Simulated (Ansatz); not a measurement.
**Abstraction of Cl: C4H9Cl + SiH2(CH3)(SiH2) → C4H9 + CH7ClSi2**

Species: C4H9Cl (1-chlorobutane) `CCCCCl`, singlet; SiH2(CH3)(SiH2), doublet; C4H9 (1-butyl radical) `[CH2]CCC`, doublet; CH7ClSi2 `C[SiH2][SiH2]Cl`, singlet. A radical takes Cl: the energy is the difference in strength between the C–Cl bond broken and the Si–Cl bond made.

Shapes, held fixed at every level: PBE0-D4/def2-TZVP. Flexible molecules stand in one conformer, not always the lowest. Programs: Ansatz 0.2.0. Electronic energies: no zero-point or thermal term.

```csv
level,kind,ΔE (kJ/mol),CPU time (sum over the molecules)
HF/def2-TZVPP,Hartree–Fock,-112.3,–
PBE-D4/def2-TZVPP,GGA,-67.0,50 s
r2SCAN-D4/def2-TZVPP,meta-GGA,-84.9,78 s
PBE0-D4/def2-TZVPP,global hybrid,-74.9,63 s
wB97X-V/def2-TZVPP,range-separated hybrid,-81.9,2.5 min
B2PLYP/def2-TZVPP,double hybrid,-82.7,99 s
MP2/def2-TZVPP,perturbation theory,-73.2,–
```

MP2/def2-TZVPP gives ΔE = -73.2 kJ/mol; the levels span -112.3 to -67.0. The median of the levels is -81.9. No measured value is set beside it here. Open shells run unrestricted unless RO is named. Times are processor times on shared x86 and Arm servers, and rough.

Every level makes chlorine transfer from carbon to silicon clearly exothermic, so the direction of the reaction is secure for these structures, though its magnitude is less so. The driving force is the stronger Si–Cl bond. Silicon is more electropositive than carbon, which gives the new bond a larger ionic contribution, and chlorine lone pairs can also delocalise into the low-lying σ* orbitals on silicon. The primary butyl radical released gains only modest hyperconjugative stabilisation, so it contributes little to the driving force.

Hartree–Fock stands apart at -112.3 kJ/mol, probably because the correlation it omits strengthens the more covalent C–Cl bond more than the polar Si–Cl bond. Exact exchange alone does not order the functionals: PBE0 is more exothermic than PBE, but r2SCAN, which has none, lies beyond PBE0. The exothermicity fits the familiar use of silyl radicals as halogen abstractors, but the speed of that step also depends on a barrier, which reaction energies alone do not provide.
